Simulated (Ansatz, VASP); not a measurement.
# CdSe in VASP and in Ansatz

```
Cd Se
1.0
     0.00000    3.19508    3.19508
     3.19508    0.00000    3.19508
     3.11116    3.11116    0.08392
Cd Se
1 1
Direct
  0.00000 0.00000 0.00000
  0.75000 0.75000 0.75000
```

Alike in both runs: task single point; functional PBE; k mesh 10 × 10 × 10; occupations gaussian, width 0.05 eV; no spin polarisation.

|  | VASP | Ansatz |
| --- | --- | --- |
| version | VASP 6.6.1 | Ansatz 0.2.0 |
| potentials or method | VASP PAW PBE potentials, release 64 (Cd, Se) | scalar-relativistic, plane waves, PAW |
| plane-wave cutoff (eV) | 520 | 420 |
| valence electrons in the cell | 18 | 36 |

```csv
,VASP,Ansatz,Ansatz less VASP
gap on the k mesh at the Fermi level (eV),0.39,0.40,+0.003
least direct gap on the mesh (eV),0.39,0.40,+0.003
pressure (GPa),-1.8,-2.0,-0.20
largest component of the traceless stress (GPa),0.90,0.87,-0.023
rms of the force components (eV/Å),0.117,0.111,-0.0058
```

Atom by atom the forces differ by 0.006 eV/Å (rms over components). The functional is the same, so the differences come from potentials, cutoffs and numerics. The two sets of potentials don't hold the same shells in valence.
